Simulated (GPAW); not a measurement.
Runs of GPAW 26.7.0 on Mg. Symmetry: P6_3/mmc, No. 194, hexagonal system. Conventional cell: a = 3.209 Å, b = 3.209 Å, c = 5.210 Å, α = 90.00°, β = 90.00°, γ = 120.00°. Mg (site symmetry -6m2) has 12 Mg at 3.20 to 3.21 Å as nearest neighbours. 

```tsv
task	level	potentials or basis	k mesh	band path	band points	eigensolver	gap on the mesh (eV)	pressure (GPa)
single point	r2SCAN	GPAW PAW data sets (gpaw-data 1.2.1), pw	10 × 10 × 5	-	-	-	none	-0.9
single point	vdW-DF2	GPAW PAW data sets (gpaw-data 1.2.1), pw	10 × 10 × 5	-	-	-	none	-
single point	SCAN	GPAW PAW data sets (gpaw-data 1.2.1), pw	10 × 10 × 5	-	-	-	none	-0.8
band structure	PBEsol	PAW data sets generated in the run's folder for this functional, pw	7 × 7 × 4	GMKGALHA,LM,KH	60	-	-	-0.9
single point	vdW-DF-cx	GPAW PAW data sets (gpaw-data 1.2.1), pw	10 × 10 × 5	-	-	-	none	-
single point	LDA	the program's PAW data sets (release 1.2.1) made for this functional, pw	10 × 10 × 5	-	-	-	none	(a)
single point	BLYP	PAW data sets generated in the run's folder for this functional, pw	10 × 10 × 5	-	-	davidson	none	0.4
```

Alike in all rows: no spin polarisation; cell as given; cutoff (eV) 800; smearing fermi-dirac 0.05 eV.

**Question.** Estimate the missing entries.

**Answer.** (a) -2.4.

Caveats: the PAW data sets were made with another functional, which shifts forces and pressure a little (some runs).

A gap of «none» marks a metal or a gap under the smearing width.

Runs at the PBE level aren't shown here.
